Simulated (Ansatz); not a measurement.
**C: one contact scaled**

An exercise on one series of results from a longer session: the logs are not shown, and one member is left open.

Program: Ansatz 0.2.0. Level of theory: DFT PBE, with the methods named in each step. These are calculated values, not measurements.

5 further runs of the same task are left out: 4 for a broken database entry, 1 that didn't finish.

## The structure to begin with

The structure is trigonal, space group R-3m (No. 166). The conventional cell has a = 2.456 Å, b = 2.456 Å, c = 10.041 Å, α = 90.00°, β = 90.00°, γ = 120.00°. Around C (site symmetry 3m) lie 3 C at 1.42 Å.

Structure file:

```cif
data_structure
_symmetry_space_group_name_H-M 'P 1'
_symmetry_Int_Tables_number 1
_cell_length_a 3.6350
_cell_length_b 3.6350
_cell_length_c 3.6350
_cell_angle_alpha 39.490
_cell_angle_beta 39.490
_cell_angle_gamma 39.490
_cell_volume 17.48
loop_
_atom_site_label
_atom_site_type_symbol
_atom_site_fract_x
_atom_site_fract_y
_atom_site_fract_z
_atom_site_occupancy
C1 C 0.83600 0.83600 0.83600 1
C2 C 0.16400 0.16400 0.16400 1
```

Atoms are numbered in the order of the input: C1, C2.

The first run:

input.yaml reads:

```yaml
crystal:
  lattice:
    - [1.2280287114, 0.7090027071, 3.3470114498]
    - [-1.2280287114, 0.7090027071, 3.3470114498]
    - [0.0, -1.4180054142, 3.3470114498]
  atoms:
    - { symbol: C, position: [0.836, 0.836, 0.836] }
    - { symbol: C, position: [0.164, 0.164, 0.164] }
kpoints:
  mp_grid: { grid: [14, 14, 14] }
scf:
  occupations: { method: fermi_dirac, width: 0.05 }
hamiltonian:
  xc: pbe
  pseudopotentials: { kind: all_electron, lapw: { basis_error: 0.001 } }
output:
  forces: true
  stress: true
  eigenvalues: true
  populations: true
```

On the command line:

```console
$ ansatz run input.yaml --threads 1 --pin off --max-ram 2048MiB --backend cpu --events-out ev --progress --plain --runs-dir out
```

Among the steps run: The bond as given, LAPW; Shortest bond scaled by 1, crystal datasets; Shortest bond scaled by 1.1, LAPW; Shortest bond scaled by 0.82, LAPW; Shortest bond scaled by 0.7, norm-conserving.

One table of the session follows, with a row left open; its other results are not shown here.

| method | length (Å) | force along the bond (eV/Å) | pressure (GPa) | largest force (eV/Å) |
| --- | --- | --- | --- | --- |
| LAPW | 1.164 | 19.723 | 43.40 | 19.748 |
| LAPW | 1.419 | -0.033 | 4.26 | 0.874 |
| LAPW | 1.561 | -6.413 | 12.05 | 6.441 |
| PAW | 0.993 | ? | ? | ? |
| PAW | 1.164 | 19.713 | 43.50 | 19.739 |
| PAW | 1.419 | -0.033 | 4.33 | 0.872 |
| PAW | 1.561 | -6.423 | 12.17 | 6.452 |
| crystal datasets | 1.419 | -0.033 | 4.26 | 0.874 |
| norm-conserving | 0.993 | 52.292 | 137.81 | 52.302 |

Estimate the missing values for PAW, 0.993.

**Answer.** force along the bond (eV/Å): 51.964; pressure (GPa): 137.31; largest force (eV/Å): 51.974. In the column «force along the bond (eV/Å)» it lies between LAPW, 1.164 (19.723) and norm-conserving, 0.993 (52.292).

Caveats from the session: Rows by PAW come from runs of the same series that aren't printed here. Warnings in the runs' records: crystal datasets made.
